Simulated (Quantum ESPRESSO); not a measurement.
CuI (Marshite):

```xyz
2
Lattice="0.0000 3.0315 3.0315 3.0315 0.0000 3.0315 3.0315 3.0315 0.0000" Properties=species:S:1:pos:R:3 pbc="T T T"
I     0.0000    0.0000    0.0000
Cu    4.5473    4.5473    4.5473
```

* Program: Quantum ESPRESSO 7.5
* Task: phonons
* Functional: RPBE
* Potentials or basis: GBRV 1.5 PBE
* Cutoff: 762 eV
* Density cutoff: 6095 eV
* k mesh: 4 × 4 × 4, shifted
* Occupations: fermi-dirac, width 0.05 eV
* Spin: no spin polarisation
* Mixing beta: 0.5
* Most SCF iterations: 120
* SCF threshold: 4e-10 Ry

The cell and the atoms were relaxed first, to 29.55 Å³/atom (a = 4.372 Å, b = 4.372 Å, c = 4.372 Å, α = 60.00°, β = 60.00°, γ = 60.00°), and the response was taken there.

The first run showed a gap, so the response started from a second, tighter run with fixed occupations.

What is the highest optical frequency at the zone centre, leaving out the macroscopic field of polar modes?

106 cm⁻¹, a mode of symmetry T2 (IR and Raman). With the field the highest mode lies at 125 cm⁻¹.

Optical modes at Γ, degenerate ones joined, polar ones without the macroscopic field:
```
cm⁻¹  components  symmetry     active in  IR intensity, summed ((D/Å)²/amu)
 106           3        T2  IR and Raman                               2.21
```

Zone-centre frequencies without and with the macroscopic field along z (cm⁻¹):
```
                optical modes in rising order
       without                    106 106 106
with the field                    106 106 125
```

Born effective charge tensors (e):
atom 1, I
```
-1.18  0.00  0.00
 0.00 -1.18  0.00
 0.00  0.00 -1.18
```
atom 2, Cu
```
1.15 0.00 0.00
0.00 1.15 0.00
0.00 0.00 1.15
```

Electronic dielectric tensor:
```
6.06 0.00 0.00
0.00 6.06 0.00
0.00 0.00 6.06
```

Static dielectric tensor, electrons and zone-centre modes:
```
8.41 0.00 0.00
0.00 8.41 0.00
0.00 0.00 8.41
```

Caveat: the mesh is thin for the dielectric tensor, Born charges and intensities, which usually come out too large; the potentials were made for another functional, which shifts forces and pressure.
